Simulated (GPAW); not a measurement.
Write an ASE script for GPAW 26.7.0 that does the following.

```yaml
Task: band structure
Functional: AM05
Potentials_or_basis: PAW data sets generated in the run's folder for this functional
Cutoff: 800 eV
Basis: pw
k_mesh: 8 × 8 × 8
Occupations: fermi-dirac, width 0.05 eV
Spin: spin-orbit coupling, no magnetisation
Maxiter: 150
Band_path: GXWKGLUWLK,UX
Band_points: 80
spin_axis_theta_degrees: 54.7
spin_axis_phi_degrees: 45
Soc_after_scf: second variation
```

The structure of BAs lies in BAs.cif:

```cif
data_BAs
_cell_length_a 3.37784909
_cell_length_b 3.37784909
_cell_length_c 3.37784909
_cell_angle_alpha 60.00000000
_cell_angle_beta 60.00000000
_cell_angle_gamma 60.00000000
_space_group_name_H-M_alt 'P1'
_space_group_name_Hall 'P 1'
_space_group_IT_number 1
loop_
_space_group_symop_operation_xyz
'x,y,z'
loop_
_atom_site_label
_atom_site_type_symbol
_atom_site_symmetry_multiplicity
_atom_site_Wyckoff_symbol
_atom_site_fract_x
_atom_site_fract_y
_atom_site_fract_z
_atom_site_occupancy
As1 As 1 a 0.7500000000 0.7500000000 0.7500000000 1
B1 B 1 a 0.0000000000 0.0000000000 0.0000000000 1
```

These files were run (other wordings do the same):

run.py

```python
import numpy as np
from ase.dft.bandgap import bandgap
from ase.io import read, write
from ase.units import GPa
from gpaw import GPAW, PW, setup_paths
from gpaw.spinorbit import soc_eigenstates

setup_paths.insert(0, '.')

atoms = read('BAs.cif')

calc = GPAW(mode=PW(800),
            xc='AM05',
            kpts={'size': (8, 8, 8), 'gamma': True},
            occupations={'name': 'fermi-dirac', 'width': 0.05},
            nbands=11,
            convergence={'density': 1e-05, 'energy': 1e-05},
            maxiter=150,
            txt='gpaw.txt')
atoms.calc = calc
energy = atoms.get_potential_energy()
forces = atoms.get_forces()
stress = atoms.get_stress()
calc.write('gs.gpw')
write('result.traj', atoms)
print(f'Energy: {energy:.6f} eV')
print('Forces (eV/A):')
print(forces.round(4))
print('Stress (GPa):', (stress / GPa).round(3))
print('Fermi level:', round(calc.get_fermi_level(), 4), 'eV')
print(f'Gap: {bandgap(calc)[0]:.4f} eV, direct: {bandgap(calc, direct=True)[0]:.4f} eV')

path = atoms.cell.bandpath('GXWKGLUWLK,UX', npoints=80, eps=1e-4)
bs_calc = calc.fixed_density(kpts=path, symmetry='off', nbands=19,
                             convergence={'bands': 'CBM+6.0', 'eigenstates': 1e-6}, txt='bands.txt')
bs = bs_calc.band_structure()
bs.write('bs.json')
print(f'Gap on the path: {bandgap(bs_calc)[0]:.4f} eV')

soc = soc_eigenstates(bs_calc, theta=54.7, phi=45)
np.savetxt('soc_bands.dat', soc.eigenvalues(), fmt='%.4f')
mesh = soc_eigenstates('gs.gpw', theta=54.7, phi=45)
np.savetxt('soc_mesh.dat', mesh.eigenvalues(), fmt='%.4f')
print('Fermi level with spin-orbit coupling:', round(mesh.fermi_level, 4), 'eV')
```

Potentials or basis: PAW data sets generated in the run's folder for this functional, pw.

Command:

```console
$ gpaw-setup -f AM05 As B
$ OMP_NUM_THREADS=1 python run.py
```

Results of the run:

| Quantity | Value |
| --- | --- |
| Pressure | -0.5 GPa |
| Band gap on the k mesh | 1.07 eV, indirect (least direct gap 3.03 eV) |
| Band gap along the path | 1.05 eV, indirect (least direct gap 3.03 eV) |

Caveat: spin-orbit coupling was added after a scalar SCF, so levels and gaps hold it while energy, forces, pressure and moments don't; this program's spin-orbit splittings come out too wide for heavy elements.

Run time: 20 s on 1 thread of Intel(R) Xeon(R) Platinum 8559C (Emerald Rapids) (shared host), peak memory 0.25 GiB.
